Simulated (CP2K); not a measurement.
Runs of CP2K 2026.2 on AgBr. The structure is cubic, space group Fm-3m (No. 225). Conventional cell: a = 5.740 Å, b = 5.740 Å, c = 5.740 Å, α = 90.00°, β = 90.00°, γ = 90.00°. Ag (site symmetry m-3m) is surrounded by 6 Br at 2.87 Å. Br (site symmetry m-3m) is surrounded by 6 Ag at 2.87 Å. 

```tsv
level	potentials or basis	smearing	EPS_DEFAULT	NGRIDS	points a segment of the path (NPOINTS)	bands added on the path	CUTOFF of the grids	gap on the mesh (eV)	pressure (GPa)
r2SCAN	POTENTIAL_UZH Ag GTH-SCAN-q11, Br GTH-SCAN-q7; TZVP-MOLOPT-SCAN-GTH basis	fermi-dirac 0.05 eV	1.0E-9	5	8	2	675 Ry	(b)	(a)
PBEsol	POTENTIAL_UZH Ag GTH-PBE-q11, Br GTH-PBE-q7; TZVP-MOLOPT-PBE-GTH basis	fermi-dirac 0.0259 eV	1.0E-9	5	6	4	450 Ry	0.38	-1.1
LDA	GTH_POTENTIALS Ag GTH-PADE-q11, Br GTH-PADE-q7; TZVP-MOLOPT-PBE-GTH basis	fermi-dirac 0.05 eV	1.0E-9	5	8	2	450 Ry	0.30	-4.2
TB-mBJ	POTENTIAL_UZH Ag GTH-PBE-q11, Br GTH-PBE-q7; TZVP-MOLOPT-PBE-GTH basis	fermi-dirac 0.0259 eV	1.0E-10	4	10	2	675 Ry	none	-
```

Alike in all rows: task band structure; no spin polarisation; cell as given; k mesh 8 × 8 × 8.

Fill in the values left out.

(a) 1.6; (b) 1.04.

Caveats: the basis of atomic orbitals isn't converged, which shifts pressures, moduli and gaps; the potentials were made for another functional, which shifts forces and pressure (some runs); this is a model potential without an energy functional, so only levels have meaning (some runs).

A k mesh can miss the band edges, and the runs leave out spin-orbit coupling on Ag, Br.

A gap of «none» marks a metal or a gap under the smearing width.

Runs at the PBE level aren't shown here.
